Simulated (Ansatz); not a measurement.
Eigenvalues along a path: InAs (rocksalt type)

```xyz
2
Lattice="0.0000 2.8760 2.8760 2.8760 0.0000 2.8760 2.8760 2.8760 0.0000" Properties=species:S:1:pos:R:3 pbc="T T T"
In    0.0000    0.0000    0.0000
As    2.8760    2.8760    2.8760
```

The cell comes from a relaxation on PAW files under the same functional, begun from a prototype that needn't be the stable phase.

Computed with Ansatz 0.2.0; functional PBE, scalar-relativistic. Settings: a Γ-centred 13×13×13 k mesh, Fermi–Dirac smearing of 0.1 eV, no spin polarisation. Methods: LAPW: all electrons, basis error target 1 meV/atom.

Path points, in fractions of the reciprocal vectors: Γ (0.000, 0.000, 0.000), X (0.500, 0.000, 0.500), U (0.625, 0.250, 0.625), K (0.375, 0.375, 0.750), L (0.500, 0.500, 0.500), W (0.500, 0.250, 0.750). The distance column jumps between branches of the path. Levels in eV from the Fermi level; bands 14 to 25, counted from the lowest band of the run. The gap is zero, the pressure 0.00 GPa.

```
# k(1/Å) point b14 b15 b16 b17 b18 b19 b20 b21 b22 b23 b24 b25
0.000 Γ -14.32 -14.32 -14.30 -14.30 -14.30 -12.09 -0.64 -0.18 -0.18 -0.18 7.21 7.21
0.156 - -14.32 -14.32 -14.30 -14.29 -14.29 -12.02 -1.59 -0.31 -0.31 0.93 6.22 6.67
0.312 - -14.35 -14.31 -14.30 -14.28 -14.28 -11.79 -2.53 -0.66 -0.66 2.19 4.44 5.87
0.468 - -14.39 -14.31 -14.30 -14.27 -14.27 -11.41 -3.28 -1.10 -1.10 1.60 4.72 5.16
0.624 - -14.45 -14.32 -14.30 -14.25 -14.25 -10.89 -3.84 -1.54 -1.54 -0.07 4.61 6.37
0.780 - -14.52 -14.33 -14.29 -14.24 -14.24 -10.30 -4.26 -1.90 -1.90 -1.54 4.21 8.08
0.936 - -14.56 -14.33 -14.29 -14.22 -14.22 -9.77 -4.56 -2.55 -2.13 -2.13 3.97 8.96
1.092 X -14.58 -14.33 -14.28 -14.22 -14.22 -9.55 -4.68 -2.91 -2.21 -2.21 3.90 9.21
1.148 - -14.58 -14.33 -14.29 -14.22 -14.22 -9.55 -4.67 -3.09 -2.20 -2.04 3.94 9.12
1.203 - -14.57 -14.33 -14.29 -14.22 -14.22 -9.55 -4.64 -3.43 -2.16 -1.71 4.06 8.87
1.258 - -14.57 -14.33 -14.29 -14.22 -14.22 -9.55 -4.58 -3.79 -2.09 -1.37 4.25 8.52
1.313 - -14.56 -14.32 -14.30 -14.23 -14.22 -9.56 -4.51 -4.14 -2.00 -1.03 4.52 8.10
1.368 - -14.54 -14.32 -14.30 -14.23 -14.23 -9.57 -4.47 -4.41 -1.88 -0.71 4.84 7.65
1.423 - -14.53 -14.31 -14.31 -14.24 -14.23 -9.59 -4.77 -4.29 -1.74 -0.40 5.19 7.20
1.479 U -14.51 -14.32 -14.31 -14.24 -14.23 -9.63 -5.03 -4.15 -1.57 -0.11 5.51 6.74
2.147 K -14.51 -14.32 -14.31 -14.24 -14.23 -9.63 -5.03 -4.15 -1.57 -0.11 5.51 6.74
2.313 - -14.46 -14.34 -14.29 -14.26 -14.24 -9.87 -5.49 -3.62 -0.97 0.76 5.46 5.60
2.478 - -14.41 -14.35 -14.28 -14.27 -14.25 -10.31 -5.43 -2.96 -0.28 1.66 4.44 4.80
2.644 - -14.37 -14.35 -14.29 -14.27 -14.26 -10.86 -4.91 -2.20 0.27 2.69 3.90 3.94
2.810 - -14.35 -14.34 -14.30 -14.28 -14.27 -11.37 -4.06 -1.44 0.37 2.98 3.88 4.27
2.975 - -14.33 -14.33 -14.30 -14.29 -14.28 -11.76 -2.97 -0.78 0.14 1.99 5.19 5.31
3.141 - -14.32 -14.32 -14.30 -14.30 -14.29 -12.01 -1.74 -0.34 -0.09 0.87 6.49 6.54
3.306 Γ -14.32 -14.32 -14.30 -14.30 -14.30 -12.09 -0.64 -0.18 -0.18 -0.18 7.21 7.21
3.441 - -14.32 -14.32 -14.30 -14.30 -14.30 -12.04 -1.53 -0.18 -0.18 0.62 6.56 6.89
3.576 - -14.33 -14.33 -14.30 -14.29 -14.29 -11.87 -2.63 -0.15 -0.15 1.44 5.82 6.06
3.711 - -14.34 -14.34 -14.30 -14.28 -14.28 -11.61 -3.72 -0.10 -0.10 1.99 5.20 5.20
3.847 - -14.35 -14.35 -14.30 -14.27 -14.27 -11.27 -4.74 -0.02 -0.02 2.22 4.44 4.44
3.982 - -14.36 -14.36 -14.30 -14.25 -14.25 -10.89 -5.62 0.08 0.08 2.23 3.83 3.83
4.117 - -14.36 -14.36 -14.30 -14.25 -14.25 -10.56 -6.25 0.16 0.16 2.17 3.43 3.43
4.252 L -14.37 -14.37 -14.30 -14.24 -14.24 -10.43 -6.49 0.20 0.20 2.14 3.29 3.29
4.362 - -14.37 -14.37 -14.30 -14.25 -14.24 -10.39 -6.45 -0.25 0.05 2.48 2.83 3.52
4.473 - -14.39 -14.36 -14.30 -14.25 -14.24 -10.28 -6.32 -1.07 -0.40 2.35 2.87 4.30
4.583 - -14.42 -14.35 -14.29 -14.26 -14.24 -10.12 -6.10 -1.89 -1.10 2.14 3.16 5.38
4.693 - -14.45 -14.34 -14.29 -14.27 -14.23 -9.92 -5.80 -2.61 -1.89 2.10 3.45 6.41
4.804 - -14.48 -14.33 -14.28 -14.28 -14.23 -9.74 -5.41 -3.18 -2.66 2.14 3.74 6.96
4.914 - -14.50 -14.33 -14.28 -14.28 -14.22 -9.60 -4.99 -3.55 -3.33 2.18 3.99 6.93
5.024 W -14.51 -14.33 -14.28 -14.28 -14.22 -9.55 -4.73 -3.68 -3.68 2.20 4.10 6.85
5.102 - -14.51 -14.32 -14.29 -14.27 -14.22 -9.55 -4.68 -3.93 -3.41 1.81 4.52 6.20
5.181 - -14.52 -14.32 -14.30 -14.26 -14.22 -9.55 -4.55 -4.15 -3.14 1.06 5.37 5.59
5.259 - -14.54 -14.31 -14.31 -14.24 -14.22 -9.55 -4.34 -4.32 -2.86 0.27 5.04 6.33
5.337 - -14.55 -14.32 -14.30 -14.23 -14.22 -9.55 -4.49 -4.02 -2.61 -0.50 4.57 7.30
5.415 - -14.57 -14.33 -14.29 -14.23 -14.22 -9.55 -4.60 -3.64 -2.40 -1.22 4.21 8.20
5.493 - -14.58 -14.33 -14.29 -14.22 -14.22 -9.55 -4.66 -3.21 -2.26 -1.85 3.98 8.92
5.571 X -14.58 -14.33 -14.28 -14.22 -14.22 -9.55 -4.68 -2.91 -2.21 -2.21 3.90 9.21
```
